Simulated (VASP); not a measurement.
# InPd (Pm-3m) in VASP: further runs

The runs below take InPd through single point, with r2SCAN.

Program: VASP 6.6.1. These are calculated values, not measurements. Logs are shortened: lines on timing, memory, paths and dates and some standing lists are left out, and cuts for length are marked.

## (1) Starting point

Symmetry: Pm-3m, No. 221, cubic system. The conventional cell has a = 3.272 Å, b = 3.272 Å, c = 3.272 Å, α = 90.00°, β = 90.00°, γ = 90.00°. In (site symmetry m-3m) has 8 Pd at 2.83 Å as nearest neighbours. Pd (site symmetry m-3m) has 8 In at 2.83 Å as nearest neighbours.

The cell comes from a database or a generator and needn't be the stable form of this composition.

## (2) Single point, r2SCAN

INCAR reads:

```
  PREC = Normal
  ENCUT = 500
  EDIFF = 1E-6
  ISMEAR = 0
  SIGMA = 0.15
  LREAL = F
  LASPH = T
  NELM = 100
  ALGO = Normal
  ISIF = 2
  LWAVE = F
  LCHARG = F
  METAGGA = R2SCAN
  LMIXTAU = T
  ADDGRID = F
```

KPOINTS reads:

```
regular mesh
0
Gamma
  10 10 10
```

POSCAR reads:

```
InPd
1.0
    3.2718847800      0.0000000000      0.0000000000
    0.0000000000      3.2718847800      0.0000000000
    0.0000000000      0.0000000000      3.2718847800
In Pd
1 1
Direct
    0.0076950000     -0.0345290000      0.0307480000
    0.5133770000      0.5169540000      0.5028010000
```

Potentials or basis: VASP PAW PBE potentials, release 64 (In_d, Pd).

Started as:

```sh
cat potpaw_PBE.64/In_d/POTCAR potpaw_PBE.64/Pd/POTCAR > POTCAR
mpirun -np 1 vasp_std > vasp.out
```

OUTCAR:

```text
PREC = Normal
   ENCUT = 500
   EDIFF = 1E-6
   ISMEAR = 0
   LREAL = F
   LASPH = T
   NELM = 100
   ISIF = 2
   METAGGA = R2SCAN

 Found    504 irreducible k-points:

 Following reciprocal coordinates:
            Coordinates               Weight
  0.000000  0.000000  0.000000      1.000000
  0.100000  0.000000  0.000000      2.000000
  0.000000  0.100000  0.000000      2.000000
  0.000000  0.000000  0.100000      2.000000
  0.200000  0.000000  0.000000      2.000000
  0.000000  0.200000  0.000000      2.000000
   k-points           NKPTS =    504   k-points in BZ     NKDIM =    504   number of bands    NBANDS=     15
   number of dos      NEDOS =    301   number of ions     NIONS =      2
   total plane-waves  NPLWV =   5832
   dimension x,y,z NGX =    18 NGY =   18 NGZ =   18
   dimension x,y,z NGXF=    36 NGYF=   36 NGZF=   36
   ions per type =               1   1
   NGX,Y,Z   is equivalent  to a cutoff of   9.15,  9.15,  9.15 a.u.
   NGXF,Y,Z  is equivalent  to a cutoff of  18.29, 18.29, 18.29 a.u.
 SYSTEM =  unknown system
   PREC   = normal    normal or accurate (medium, high low for compatibility)
   ISTART =      0    job   : 0-new  1-cont  2-samecut
   ICHARG =      2    charge: 1-file 2-atom 10-const
   ISPIN  =      1    spin polarized calculation?
   LNONCOLLINEAR =      F non collinear calculations
   LSORBIT =      F    spin-orbit coupling
   LASPH  =      T    aspherical Exc in radial PAW
   ENCUT  =  500.0 eV  36.75 Ry    6.06 a.u.   5.97  5.97  5.97*2*pi/ulx,y,z
   NELM   =    100;   NELMIN=  2; NELMDL= -5     # of ELM steps
   EDIFF  = 0.1E-05   stopping-criterion for ELM
   LREAL  =      F    real-space projection
   EDIFFG = 0.1E-04   stopping-criterion for IOM
   NSW    =      0    number of steps for IOM
   IBRION =     -1    ionic relax: 0-MD 1-quasi-New 2-CG
   NFREE  =      0    steps in history (QN), initial steepest desc. (CG)
   ISIF   =      2    stress and relaxation
   ISYM   =      2    0-nonsym 1-usesym 2-fastsym
   POTIM  = 0.5000    time-step for ionic-motion
   TEBEG  =    0.0;   TEEND  =   0.0 temperature during run
   PSTRESS=    0.0 pullay stress
   NELECT =      23.0000    total number of electrons
   NUPDOWN=      -1.0000    fix difference up-down
   EMIN   =  10.00;   EMAX   =-10.00  energy-range for DOS
   EFERMI =   0.00;   METHOD = LEGACY
   ISMEAR =     0;   SIGMA  =   0.15  broadening in eV -4-tet -1-fermi 0-gaus
   EFERMI_NEDOS =   21; number of points for ismear=-14 and -15
   IALGO  =     38    algorithm
   IMIX   =      4    mixing-type and parameters
     AMIX     =   0.40;   BMIX     =  1.00
     AMIX_MAG =   1.60;   BMIX_MAG =  1.00
  volume/ion in A,a.u.               =      17.51       118.18
  Fermi-wavevector in a.u.,A,eV,Ry     =   1.422938  2.688964 27.548447  2.024754
  Thomas-Fermi vector in A             =   2.543589
   LORBIT       =      0    0 simple, 1 ext, 2 COOP (PROOUT), +10 PAW based schemes
   METAGGA = R2SCAN    functional components
   LHFCALC =     F    Hartree Fock is set to
   AEXX    =    0.0000 exact exchange contribution
   IVDW    =     0    specifies the selected vdW correction
   LEPSILON=     F    determine dielectric tensor
   LRPA    =     F    only Hartree local field effects (RPA)
 non-spin polarized calculation
 Gauss-broadening in eV      SIGMA  =   0.15
  energy-cutoff  :      500.00
  volume of cell :       35.03
 maximum number of plane-waves:       912
   NGX = 11   NGY = 11   NGZ = 11

 number of electron      22.9999978 magnetization

 Free energy of the ion-electron system (eV)
  ---------------------------------------------------
  ext. energy  EPLUGINS =         0.00000000
  ---------------------------------------------------
  free energy    TOTEN  =       -46.56772916 eV

  energy without entropy =      -46.55801978  energy(sigma->0) =      -46.56287447

 E-fermi :  10.5599     XC(G=0): -13.2320

 val. band max:       10.5453591603   @ k =  -0.3000   0.4000   0.5000
 cond. band min:      10.5721781569   @ k =   0.5000   0.4000   0.3000
 fundamental gap:      0.0268189967
 Fermi energy:        10.5598711537

 k-point     1 :       0.0000    0.0000    0.0000
  band No.  band energies     occupation
      1      -5.1543      2.00000
      2      -5.1529      2.00000
      3      -4.7432      2.00000
      4      -4.7261      2.00000
      5      -4.7195      2.00000
      6      -0.0419      2.00000
      7       6.3453      2.00000
      8       6.3643      2.00000
      9       7.9735      2.00000
     10       7.9801      2.00000
     11       7.9854      2.00000
     12      14.9402      0.00000
     13      14.9795      0.00000
     14      15.0784      0.00000
     15      20.4102      0.00000

 k-point     2 :       0.1000    0.0000    0.0000
  band No.  band energies     occupation
      1      -5.1480      2.00000
      2      -5.1184      2.00000
      3      -4.7536      2.00000
      4      -4.7309      2.00000
      5      -4.7237      2.00000
      6       0.1244      2.00000
      7       6.3529      2.00000
      8       6.3892      2.00000
      9       7.8544      2.00000
     10       7.8740      2.00000
     11       7.9791      2.00000
     12      13.8212      0.00000
     13      15.3057      0.00000
     14      15.3974      0.00000
     15      20.6632      0.00000

 k-point     3 :       0.0000    0.1000    0.0000
  band No.  band energies     occupation
      1      -5.1487      2.00000
      2      -5.1180      2.00000
      3      -4.7477      2.00000
      4      -4.7369      2.00000
      5      -4.7230      2.00000
      6       0.1236      2.00000
      7       6.3667      2.00000
      8       6.3741      2.00000
      9       7.8604      2.00000
     10       7.8652      2.00000
     11       7.9750      2.00000
     12      13.9240      0.00000
     13      15.2641      0.00000
     14      15.3010      0.00000
     15      20.7777      0.00000

 k-point     4 :       0.0000    0.0000    0.1000
  band No.  band energies     occupation
      1      -5.1480      2.00000
      2      -5.1185      2.00000
      3      -4.7503      2.00000
      4      -4.7371      2.00000
      5      -4.7206      2.00000
      6       0.1242      2.00000
      7       6.3553      2.00000
      8       6.3865      2.00000
      9       7.8576      2.00000
     10       7.8701      2.00000
     11       7.9777      2.00000
     12      13.8512      0.00000
     13      15.2678      0.00000
     14      15.3957      0.00000
     15      20.6837      0.00000

 k-point     5 :       0.2000    0.0000    0.0000
  band No.  band energies     occupation
      1      -5.1342      2.00000
      2      -5.0255      2.00000
      3      -4.7808      2.00000
      4      -4.7606      2.00000
      5      -4.7174      2.00000
      6       0.6212      2.00000
      7       6.3696      2.00000
      8       6.3966      2.00000
      9       7.5764      2.00000
     10       7.6103      2.00000
     11       7.9708      2.00000
     12      11.8648      0.00000
     13      16.1950      0.00000
     14      16.2592      0.00000
     15      20.7546      0.00000

 k-point     6 :       0.0000    0.2000    0.0000
  band No.  band energies     occupation
      1      -5.1339      2.00000
      2      -5.0269      2.00000
      3      -4.7707      2.00000
      4      -4.7654      2.00000
      5      -4.7205      2.00000
      6       0.6178      2.00000
      7       6.3769      2.00000
      8       6.3860      2.00000
      9       7.5813      2.00000
     10       7.5920      2.00000
     11       7.9596      2.00000
     12      11.9359      0.00000
     13      16.1591      0.00000
     14      16.1818      0.00000
     15      20.8703      0.00000

 [... further k-points ...]

------------------------ aborting loop because EDIFF is reached ----------------------------------------

  FORCE on cell =-STRESS in cart. coord.  units (eV):
  Direction    XX          YY          ZZ          XY          YZ          ZX
  --------------------------------------------------------------------------------------
  -------------------------------------------------------------------------------------
  Total        0.5686543      0.2983136      0.4830036      0.0731694     -0.3462279     -0.0426460
  in kB       26.0114719     13.6455045     22.0936222      3.3469235    -15.8372093     -1.9507192
  external PRESSURE =      20.5835329 kB  Pullay stress =       0.0000000 kB

 VOLUME and BASIS-vectors are now :
 -----------------------------------------------------------------------------
  energy-cutoff  :      500.00
  volume of cell :       35.03
      direct lattice vectors                 reciprocal lattice vectors
     3.271884780  0.000000000  0.000000000     0.305634234  0.000000000  0.000000000
     0.000000000  3.271884780  0.000000000     0.000000000  0.305634234  0.000000000
     0.000000000  0.000000000  3.271884780     0.000000000  0.000000000  0.305634234

 POSITION                                       TOTAL-FORCE (eV/Angst)
 -----------------------------------------------------------------------------------
      0.02518      3.15891      0.10060         0.087363      0.708937     -0.420777
      1.67971      1.69141      1.64511        -0.087363     -0.708937      0.420777
 -----------------------------------------------------------------------------------
    total drift:                               -0.002608      0.003826     -0.002559

  FREE ENERGIE OF THE ION-ELECTRON SYSTEM (eV)
  ---------------------------------------------------
  free  energy   TOTEN  =       -46.5677291617 eV

  energy  without entropy=      -46.5580197794  energy(sigma->0) =      -46.56287447
```

It took 3 min on 1 thread of Intel Xeon 6975P-C (Granite Rapids), shared host; peak memory 0.36 GiB.

These settings aren't checked as converged: the numbers below hold their error.

Results:

```
Free energy            : -46.5677 eV
Pressure               : 2.1 GPa
Largest force          : 0.829 eV/Å
Band gap on the k mesh : none (metal or under the smearing width)
```

Caveat: the PAW data sets were made with another functional, which shifts forces and pressure a little.

## (3) Single point, r2SCAN

INCAR: that of step 2 with these lines changed.

```diff
@@ -1,2 +1,2 @@
-  PREC = Normal
+  PREC = Accurate
   ENCUT = 500
@@ -5,3 +5,3 @@
   SIGMA = 0.15
-  LREAL = F
+  LREAL = Auto
   LASPH = T
```

KPOINTS is that of step 2.

POSCAR reads:

```
InPd
1.0
    3.2718847800      0.0000000000      0.0000000000
    0.0000000000      3.2718847800      0.0000000000
    0.0000000000      0.0000000000      3.2718847800
In Pd
1 1
Direct
    0.0000000000      0.0000000000      0.0000000000
    0.5000000000      0.5000000000      0.5000000000
```

Potentials or basis: VASP PAW PBE potentials, release 64 (In_d, Pd).

Started as:

```sh
cat potpaw_PBE.64/In_d/POTCAR potpaw_PBE.64/Pd/POTCAR > POTCAR
mpirun -np 1 vasp_std > vasp.out
```

Run time: 35 s. Hardware: 1 thread of Intel Xeon 6975P-C (Granite Rapids), shared host; peak memory 0.15 GiB.

The run converged, but some of its settings lie outside the range that counts as converged, so its numbers aren't taken as properties of the crystal.

What came out:

```yaml
Free_energy: -46.6454 eV
Pressure: 0.1 GPa
Band_gap_on_the_k_mesh: none (metal or under the smearing width)
```

Caveat: the PAW data sets were made with another functional, which shifts forces and pressure a little.
